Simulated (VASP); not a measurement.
# AlNi3: single point with PBE

AlNi3:

```
Al Ni
1.0
     3.56473    0.00000    0.00000
     0.00000    3.56473    0.00000
     0.00000    0.00000    3.56473
Al Ni
1 3
Direct
  0.00000 0.00000 0.00000
  0.00000 0.50000 0.50000
  0.50000 0.00000 0.50000
  0.50000 0.50000 0.00000
```

The cell is a database's computed one.

```
Program             : VASP 6.6.1
Task                : single point
Functional          : PBE
Potentials or basis : VASP PAW PBE potentials, release 64 (Al, Ni)
Cutoff              : 520 eV
k mesh              : 12 × 12 × 12
Occupations         : gaussian, width 0.05 eV
Spin                : no spin polarisation
```

The pressure is 0.0 GPa and the band gap on the k mesh is none (metal or under the smearing width).

Levels at points of the mesh, in eV from the Fermi level:
```tsv
k point	band 14	band 15	band 16	band 17	band 18	band 19	band 20	band 21
(0.00, 0.00, 0.00)	0.19	0.19	0.19	0.90	0.90	0.90	6.62	6.62
(0.50, 0.00, 0.00)	-1.00	-0.86	-0.35	0.19	5.54	5.54	5.65	5.65
(0.50, 0.50, 0.00)	-1.07	-0.80	-0.72	-0.45	1.02	1.02	8.15	8.21
(0.50, 0.50, 0.50)	-0.90	-0.90	-0.11	-0.01	-0.01	-0.01	3.43	4.15
```

Wall time 83 s on 1 thread of Intel(R) Xeon(R) Platinum 8259CL CPU @ 2.50GHz (Skylake/Cascade Lake) (shared host), peak memory 0.2 GiB.

Spin polarisation is off, so any magnetic state and its effect on volume and gap are missing.
